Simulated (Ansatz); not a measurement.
Input of an Ansatz 0.2.0 run:

The input input.yaml:

```yaml
crystal:
  lattice: { a: 2.9065, b: 2.9065, c: 2.8366, alpha: 90.0, beta: 90.0, gamma: 120.0 }
  space_group: 187
  reduce_to_primitive: true
  atoms:
    - { symbol: W, wyckoff: "1a", position: [0.0, 0.0, 0.0] }
    - { symbol: C, wyckoff: "1f", position: [0.6666666667, 0.3333333333, 0.5] }
hamiltonian:
  xc: pbesol
  pseudopotentials: { kind: paw, xc_functional: lda, accuracy: standard }
kpoints:
  mp_grid: { grid: [10, 10, 9] }
scf:
  occupations: { method: methfessel_paxton, width: 0.1 }
output:
  forces: true
  stress: true
  eigenvalues: true
```

Potentials or basis: JTH PAW LDA.

Command:

```sh
$ ansatz run input.yaml --threads 1 --pin off --max-ram 2560MiB --backend cpu --events-out ev --progress --plain --runs-dir out
```

(1) What does it give for the band gap on the k mesh?

(2) Predict the pressure.

Answers

(1) none (metal or under the smearing width).

(2) -3.3 GPa.
